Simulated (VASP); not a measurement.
# GaAs (F-43m) in VASP: further runs

The runs below take GaAs through single point, with LDA.

Program: VASP 6.6.1. These are calculated values, not measurements. Logs are shortened: lines on timing, memory, paths and dates and some standing lists are left out, and cuts for length are marked.

### 1 The undisturbed crystal

The structure is cubic, space group F-43m (No. 216). Conventional cell: a = 5.654 Å, b = 5.654 Å, c = 5.654 Å, α = 90.00°, β = 90.00°, γ = 90.00°. As (site symmetry -43m) has 4 Ga at 2.45 Å as nearest neighbours. Ga (site symmetry -43m) is surrounded by 4 As at 2.45 Å.

### 2 Single point, LDA (grid = ENCUT=400 dk=0.9 cell=2x2x2 ISMEAR=0 SIGMA=0.05 LREAL=Auto EDIFF=1e-06)

INCAR reads:

```
PREC = Accurate
ENCUT = 400
EDIFF = 1E-6
ISMEAR = 0
SIGMA = 0.05
LREAL = Auto
LASPH = T
NELM = 120
ALGO = Fast
ISIF = 2
LWAVE = F
LCHARG = F
NBANDS = 80
```

KPOINTS reads:

```
Automatic mesh
0
Gamma
  2 2 2
```

POSCAR reads:

```
GaAs
1.0
    0.0000000000      5.6537000000      5.6537000000
    5.6537000000      0.0000000000      5.6537000000
    5.6537000000      5.6537000000      0.0000000000
As Ga
8 8
Direct
    0.3750000000      0.3750000000      0.3750000000
    0.3750000000      0.3750000000      0.8750000000
    0.3750000000      0.8750000000      0.3750000000
    0.3750000000      0.8750000000      0.8750000000
    0.8750000000      0.3750000000      0.3750000000
    0.8750000000      0.3750000000      0.8750000000
    0.8750000000      0.8750000000      0.3750000000
    0.8750000000      0.8750000000      0.8750000000
    0.0000000000      0.0000000000      0.0000000000
    0.0000000000      0.0000000000      0.5000000000
    0.0000000000      0.5000000000      0.0000000000
    0.0000000000      0.5000000000      0.5000000000
    0.5000000000      0.0000000000      0.0000000000
    0.5000000000      0.0000000000      0.5000000000
    0.5000000000      0.5000000000      0.0000000000
    0.5000000000      0.5000000000      0.5000000000
```

Potentials or basis: VASP PAW LDA potentials, release 64 (As, Ga_d).

On the command line:

```
> cat potpaw_LDA.64/As/POTCAR potpaw_LDA.64/Ga_d/POTCAR > POTCAR
> mpirun -np 1 vasp_std > vasp.out
```

OUTCAR:

```text
PREC = Accurate
   ENCUT = 400
   EDIFF = 1E-6
   ISMEAR = 0
   LREAL = Auto
   LASPH = T
   NELM = 120
   ISIF = 2

 Found      3 irreducible k-points:

 Following reciprocal coordinates:
            Coordinates               Weight
  0.000000  0.000000  0.000000      1.000000
  0.500000  0.000000  0.000000      4.000000
  0.500000  0.500000  0.000000      3.000000
   k-points           NKPTS =      3   k-points in BZ     NKDIM =      3   number of bands    NBANDS=     80
   number of dos      NEDOS =    301   number of ions     NIONS =     16
   total plane-waves  NPLWV = 157464
   dimension x,y,z NGX =    54 NGY =   54 NGZ =   54
   dimension x,y,z NGXF=   108 NGYF=  108 NGZF=  108
   ions per type =               8   8
   NGX,Y,Z   is equivalent  to a cutoff of  11.23, 11.23, 11.23 a.u.
   NGXF,Y,Z  is equivalent  to a cutoff of  22.46, 22.46, 22.46 a.u.
 SYSTEM =  unknown system
   PREC   = accura    normal or accurate (medium, high low for compatibility)
   ISTART =      0    job   : 0-new  1-cont  2-samecut
   ICHARG =      2    charge: 1-file 2-atom 10-const
   ISPIN  =      1    spin polarized calculation?
   LNONCOLLINEAR =      F non collinear calculations
   LSORBIT =      F    spin-orbit coupling
   LASPH  =      T    aspherical Exc in radial PAW
   ENCUT  =  400.0 eV  29.40 Ry    5.42 a.u.  13.04 13.04 13.04*2*pi/ulx,y,z
   NELM   =    120;   NELMIN=  2; NELMDL= -5     # of ELM steps
   EDIFF  = 0.1E-05   stopping-criterion for ELM
   LREAL  =      T    real-space projection
   EDIFFG = 0.1E-04   stopping-criterion for IOM
   NSW    =      0    number of steps for IOM
   IBRION =     -1    ionic relax: 0-MD 1-quasi-New 2-CG
   NFREE  =      0    steps in history (QN), initial steepest desc. (CG)
   ISIF   =      2    stress and relaxation
   ISYM   =      2    0-nonsym 1-usesym 2-fastsym
   POTIM  = 0.5000    time-step for ionic-motion
   TEBEG  =    0.0;   TEEND  =   0.0 temperature during run
   PSTRESS=    0.0 pullay stress
   NELECT =     144.0000    total number of electrons
   NUPDOWN=      -1.0000    fix difference up-down
   EMIN   =  10.00;   EMAX   =-10.00  energy-range for DOS
   EFERMI =   0.00;   METHOD = LEGACY
   ISMEAR =     0;   SIGMA  =   0.05  broadening in eV -4-tet -1-fermi 0-gaus
   EFERMI_NEDOS =   21; number of points for ismear=-14 and -15
   IALGO  =     68    algorithm
   IMIX   =      4    mixing-type and parameters
     AMIX     =   0.40;   BMIX     =  1.00
     AMIX_MAG =   1.60;   BMIX_MAG =  1.00
  volume/ion in A,a.u.               =      22.59       152.44
  Fermi-wavevector in a.u.,A,eV,Ry     =   1.204628  2.276417 19.743799  1.451128
  Thomas-Fermi vector in A             =   2.340347
   LORBIT       =      0    0 simple, 1 ext, 2 COOP (PROOUT), +10 PAW based schemes
   GGA     = CA    functional components
   LHFCALC =     F    Hartree Fock is set to
   AEXX    =    0.0000 exact exchange contribution
   IVDW    =     0    specifies the selected vdW correction
   LEPSILON=     F    determine dielectric tensor
   LRPA    =     F    only Hartree local field effects (RPA)
 non-spin polarized calculation
 RMM-DIIS sequential band-by-band and
 Gauss-broadening in eV      SIGMA  =   0.05
  energy-cutoff  :      400.00
  volume of cell :      361.43
 maximum number of plane-waves:      6615
 NGX is ok and might be reduce to    54
   NGX = 27   NGY = 27   NGZ = 27

 number of electron     143.9999980 magnetization

 Free energy of the ion-electron system (eV)
  ---------------------------------------------------
  ext. energy  EPLUGINS =         0.00000000
  ---------------------------------------------------
  free energy    TOTEN  =       -75.57160443 eV

  energy without entropy =      -75.57160371  energy(sigma->0) =      -75.57160407

 E-fermi :   4.0138     XC(G=0):  -9.8970

 val. band max:        3.8535865627   @ k =   0.0000   0.0000   0.0000
 cond. band min:       4.1655355145   @ k =   0.0000   0.0000   0.0000
 fundamental gap:      0.3119489517
 Fermi energy:         4.0137615311

 k-point     1 :       0.0000    0.0000    0.0000
  band No.  band energies     occupation
      1     -11.2413      2.00000
      2     -11.2413      2.00000
      3     -11.2413      2.00000
      4     -11.2101      2.00000
      5     -11.2101      2.00000
      6     -11.2101      2.00000
[... 72 lines left out ...]
     79       5.1652      0.00000
     80       5.1755      0.00000

 k-point     2 :       0.5000    0.0000    0.0000
  band No.  band energies     occupation
      1     -11.2214      2.00000
      2     -11.2214      2.00000
      3     -11.2214      2.00000
      4     -11.2214      2.00000
      5     -11.2214      2.00000
      6     -11.2214      2.00000
[... 72 lines left out ...]
     79       5.9133      0.00000
     80       5.9133      0.00000

 k-point     3 :       0.5000    0.5000    0.0000
  band No.  band energies     occupation
      1     -11.2280      2.00000
      2     -11.2280      2.00000
      3     -11.2070      2.00000
      4     -11.2070      2.00000
      5     -11.2070      2.00000
      6     -11.2070      2.00000
[... 72 lines left out ...]
     79       6.9801      0.00000
     80       6.9808      0.00000

------------------------ aborting loop because EDIFF is reached ----------------------------------------

  FORCE on cell =-STRESS in cart. coord.  units (eV):
  Direction    XX          YY          ZZ          XY          YZ          ZX
  --------------------------------------------------------------------------------------
  -------------------------------------------------------------------------------------
  Total       -3.6123930     -3.6123930     -3.6123930      0.0000000     -0.0000000      0.0000000
  in kB      -16.0131692    -16.0131692    -16.0131692      0.0000000     -0.0000000      0.0000000
  external PRESSURE =     -16.0131692 kB  Pullay stress =       0.0000000 kB

 VOLUME and BASIS-vectors are now :
 -----------------------------------------------------------------------------
  energy-cutoff  :      400.00
  volume of cell :      361.43
      direct lattice vectors                 reciprocal lattice vectors
     0.000000000  5.653700000  5.653700000    -0.088437660  0.088437660  0.088437660
     5.653700000  0.000000000  5.653700000     0.088437660 -0.088437660  0.088437660
     5.653700000  5.653700000  0.000000000     0.088437660  0.088437660 -0.088437660

 POSITION                                       TOTAL-FORCE (eV/Angst)
 -----------------------------------------------------------------------------------
      4.24027      4.24027      4.24027         0.000000      0.000000     -0.000000
      7.06712      7.06712      4.24027         0.000000      0.000000     -0.000000
      7.06712      4.24027      7.06712         0.000000      0.000000      0.000000
      9.89397      7.06712      7.06712         0.000000      0.000000     -0.000000
      4.24027      7.06712      7.06712         0.000000      0.000000     -0.000000
      7.06712      9.89397      7.06712         0.000000     -0.000000      0.000000
[... 8 lines left out ...]
      2.82685      2.82685      5.65370        -0.000000     -0.000000      0.000000
      5.65370      5.65370      5.65370        -0.000000     -0.000000     -0.000000
 -----------------------------------------------------------------------------------
    total drift:                               -0.000002     -0.000002     -0.000004

  FREE ENERGIE OF THE ION-ELECTRON SYSTEM (eV)
  ---------------------------------------------------
  free  energy   TOTEN  =       -75.5716044329 eV

  energy  without entropy=      -75.5716037125  energy(sigma->0) =      -75.57160407
```

Wall time 2.4 min (1 thread of Intel Xeon 6975P-C (Granite Rapids), shared host); peak memory 0.31 GiB.

These settings aren't checked as converged: the numbers below hold their error.

What came out:

```yaml
Free_energy: -75.5716 eV
Pressure: -1.6 GPa
Band_gap_on_the_k_mesh: 0.31 eV
```

Caveat: the k mesh is coarse (spacing up to 0.48 Å⁻¹), so the values aren't converged.

### 3 Single point, LDA (grid = ENCUT=400 dk=0.6 cell=2x2x2 ISMEAR=0 SIGMA=0.05 LREAL=Auto EDIFF=1e-06)

INCAR is that of step 2.

KPOINTS is that of step 2.

POSCAR is that of step 2.

Potentials or basis: VASP PAW LDA potentials, release 64 (As, Ga_d).

On the command line:

```
> cat potpaw_LDA.64/As/POTCAR potpaw_LDA.64/Ga_d/POTCAR > POTCAR
> mpirun -np 1 vasp_std > vasp.out
```

OUTCAR:

```text
PREC = Accurate
   ENCUT = 400
   EDIFF = 1E-6
   ISMEAR = 0
   LREAL = Auto
   LASPH = T
   NELM = 120
   ISIF = 2

 Found      3 irreducible k-points:

 Following reciprocal coordinates:
            Coordinates               Weight
  0.000000  0.000000  0.000000      1.000000
  0.500000  0.000000  0.000000      4.000000
  0.500000  0.500000  0.000000      3.000000
   k-points           NKPTS =      3   k-points in BZ     NKDIM =      3   number of bands    NBANDS=     80
   number of dos      NEDOS =    301   number of ions     NIONS =     16
   total plane-waves  NPLWV = 157464
   dimension x,y,z NGX =    54 NGY =   54 NGZ =   54
   dimension x,y,z NGXF=   108 NGYF=  108 NGZF=  108
   ions per type =               8   8
   NGX,Y,Z   is equivalent  to a cutoff of  11.23, 11.23, 11.23 a.u.
   NGXF,Y,Z  is equivalent  to a cutoff of  22.46, 22.46, 22.46 a.u.
 SYSTEM =  unknown system
   PREC   = accura    normal or accurate (medium, high low for compatibility)
   ISTART =      0    job   : 0-new  1-cont  2-samecut
   ICHARG =      2    charge: 1-file 2-atom 10-const
   ISPIN  =      1    spin polarized calculation?
   LNONCOLLINEAR =      F non collinear calculations
   LSORBIT =      F    spin-orbit coupling
   LASPH  =      T    aspherical Exc in radial PAW
   ENCUT  =  400.0 eV  29.40 Ry    5.42 a.u.  13.04 13.04 13.04*2*pi/ulx,y,z
   NELM   =    120;   NELMIN=  2; NELMDL= -5     # of ELM steps
   EDIFF  = 0.1E-05   stopping-criterion for ELM
   LREAL  =      T    real-space projection
   EDIFFG = 0.1E-04   stopping-criterion for IOM
   NSW    =      0    number of steps for IOM
   IBRION =     -1    ionic relax: 0-MD 1-quasi-New 2-CG
   NFREE  =      0    steps in history (QN), initial steepest desc. (CG)
   ISIF   =      2    stress and relaxation
   ISYM   =      2    0-nonsym 1-usesym 2-fastsym
   POTIM  = 0.5000    time-step for ionic-motion
   TEBEG  =    0.0;   TEEND  =   0.0 temperature during run
   PSTRESS=    0.0 pullay stress
   NELECT =     144.0000    total number of electrons
   NUPDOWN=      -1.0000    fix difference up-down
   EMIN   =  10.00;   EMAX   =-10.00  energy-range for DOS
   EFERMI =   0.00;   METHOD = LEGACY
   ISMEAR =     0;   SIGMA  =   0.05  broadening in eV -4-tet -1-fermi 0-gaus
   EFERMI_NEDOS =   21; number of points for ismear=-14 and -15
   IALGO  =     68    algorithm
   IMIX   =      4    mixing-type and parameters
     AMIX     =   0.40;   BMIX     =  1.00
     AMIX_MAG =   1.60;   BMIX_MAG =  1.00
  volume/ion in A,a.u.               =      22.59       152.44
  Fermi-wavevector in a.u.,A,eV,Ry     =   1.204628  2.276417 19.743799  1.451128
  Thomas-Fermi vector in A             =   2.340347
   LORBIT       =      0    0 simple, 1 ext, 2 COOP (PROOUT), +10 PAW based schemes
   GGA     = CA    functional components
   LHFCALC =     F    Hartree Fock is set to
   AEXX    =    0.0000 exact exchange contribution
   IVDW    =     0    specifies the selected vdW correction
   LEPSILON=     F    determine dielectric tensor
   LRPA    =     F    only Hartree local field effects (RPA)
 non-spin polarized calculation
 RMM-DIIS sequential band-by-band and
 Gauss-broadening in eV      SIGMA  =   0.05
  energy-cutoff  :      400.00
  volume of cell :      361.43
 maximum number of plane-waves:      6615
 NGX is ok and might be reduce to    54
   NGX = 27   NGY = 27   NGZ = 27

 number of electron     143.9999980 magnetization

 Free energy of the ion-electron system (eV)
  ---------------------------------------------------
  ext. energy  EPLUGINS =         0.00000000
  ---------------------------------------------------
  free energy    TOTEN  =       -75.57160443 eV

  energy without entropy =      -75.57160371  energy(sigma->0) =      -75.57160407

 E-fermi :   4.0138     XC(G=0):  -9.8970

 val. band max:        3.8535865627   @ k =   0.0000   0.0000   0.0000
 cond. band min:       4.1655355145   @ k =   0.0000   0.0000   0.0000
 fundamental gap:      0.3119489517
 Fermi energy:         4.0137615311

 k-point     1 :       0.0000    0.0000    0.0000
  band No.  band energies     occupation
      1     -11.2413      2.00000
      2     -11.2413      2.00000
      3     -11.2413      2.00000
      4     -11.2101      2.00000
      5     -11.2101      2.00000
      6     -11.2101      2.00000
[... 72 lines left out ...]
     79       5.1652      0.00000
[... 165 lines left out ...]
     79       6.9801      0.00000
     80       6.9808      0.00000

------------------------ aborting loop because EDIFF is reached ----------------------------------------

  FORCE on cell =-STRESS in cart. coord.  units (eV):
  Direction    XX          YY          ZZ          XY          YZ          ZX
  --------------------------------------------------------------------------------------
  -------------------------------------------------------------------------------------
  Total       -3.6123930     -3.6123930     -3.6123930      0.0000000     -0.0000000      0.0000000
  in kB      -16.0131692    -16.0131692    -16.0131692      0.0000000     -0.0000000      0.0000000
  external PRESSURE =     -16.0131692 kB  Pullay stress =       0.0000000 kB

 VOLUME and BASIS-vectors are now :
 -----------------------------------------------------------------------------
  energy-cutoff  :      400.00
  volume of cell :      361.43
      direct lattice vectors                 reciprocal lattice vectors
     0.000000000  5.653700000  5.653700000    -0.088437660  0.088437660  0.088437660
     5.653700000  0.000000000  5.653700000     0.088437660 -0.088437660  0.088437660
     5.653700000  5.653700000  0.000000000     0.088437660  0.088437660 -0.088437660

 POSITION                                       TOTAL-FORCE (eV/Angst)
 -----------------------------------------------------------------------------------
      4.24027      4.24027      4.24027         0.000000      0.000000     -0.000000
      7.06712      7.06712      4.24027         0.000000      0.000000     -0.000000
      7.06712      4.24027      7.06712         0.000000      0.000000      0.000000
      9.89397      7.06712      7.06712         0.000000      0.000000     -0.000000
      4.24027      7.06712      7.06712         0.000000      0.000000     -0.000000
      7.06712      9.89397      7.06712         0.000000     -0.000000      0.000000
[... 8 lines left out ...]
      2.82685      2.82685      5.65370        -0.000000     -0.000000      0.000000
      5.65370      5.65370      5.65370        -0.000000     -0.000000     -0.000000
 -----------------------------------------------------------------------------------
    total drift:                               -0.000002     -0.000002     -0.000004

  FREE ENERGIE OF THE ION-ELECTRON SYSTEM (eV)
  ---------------------------------------------------
  free  energy   TOTEN  =       -75.5716044329 eV

  energy  without entropy=      -75.5716037125  energy(sigma->0) =      -75.57160407
```

OSZICAR:

```text
N       E                     dE             d eps       ncg     rms          rms(c)
DAV:   1     0.145239381297E+04    0.14524E+04   -0.53867E+04   528   0.219E+03
DAV:   2     0.227871221099E+03   -0.12245E+04   -0.11978E+04   504   0.654E+02
DAV:   3    -0.492817235212E+02   -0.27715E+03   -0.26105E+03   568   0.204E+02
[... 19 lines left out ...]
RMM:  23    -0.755715964795E+02   -0.31734E-05   -0.31856E-05   168   0.173E-03    0.363E-05
RMM:  24    -0.755715998132E+02   -0.33337E-05   -0.33399E-05   131   0.146E-03    0.444E-05
RMM:  25    -0.755716015680E+02   -0.17547E-05   -0.17617E-05   116   0.144E-03    0.180E-05
RMM:  26    -0.755716034556E+02   -0.18876E-05   -0.18923E-05   107   0.126E-03    0.122E-05
RMM:  27    -0.755716044329E+02   -0.97729E-06   -0.98135E-06   103   0.124E-03
   1 F= -.75571604E+02 E0= -.75571604E+02  d E =-.720378E-06
```

stdout:

```text
POSCAR found type information on POSCAR AsGa
 POSCAR found :  2 types and      16 ions
 scaLAPACK will be used
 LDA part: xc-table for (Slater(with rela. corr.)+CA(PZ))
 , standard interpolation
 POSCAR, INCAR and KPOINTS ok, starting setup
 FFT: planning ... GRIDC
 FFT: planning ... GRID_SOFT
 FFT: planning ... GRID
 WAVECAR not read
 entering main loop
```

It took 2.5 min on 1 thread of Intel Xeon 6975P-C (Granite Rapids), shared host; peak memory 0.31 GiB.

These settings aren't checked as converged: the numbers below hold their error.

What came out:

```yaml
Free_energy: -75.5716 eV
Pressure: -1.6 GPa
Band_gap_on_the_k_mesh: 0.31 eV
```

Caveat: the k mesh is coarse (spacing up to 0.48 Å⁻¹), so the values aren't converged.

### 4 For comparison

An earlier run on the cell as given: functional PBEsol; potentials or basis VASP PAW PBE potentials, release 64 (As, Ga_d); cutoff 520 eV; k mesh 8 × 8 × 8; occupations fermi-dirac, width 0.05 eV; no spin polarisation.

- Pressure: 0.3 GPa
- Band gap on the k mesh: 0.46 eV, direct
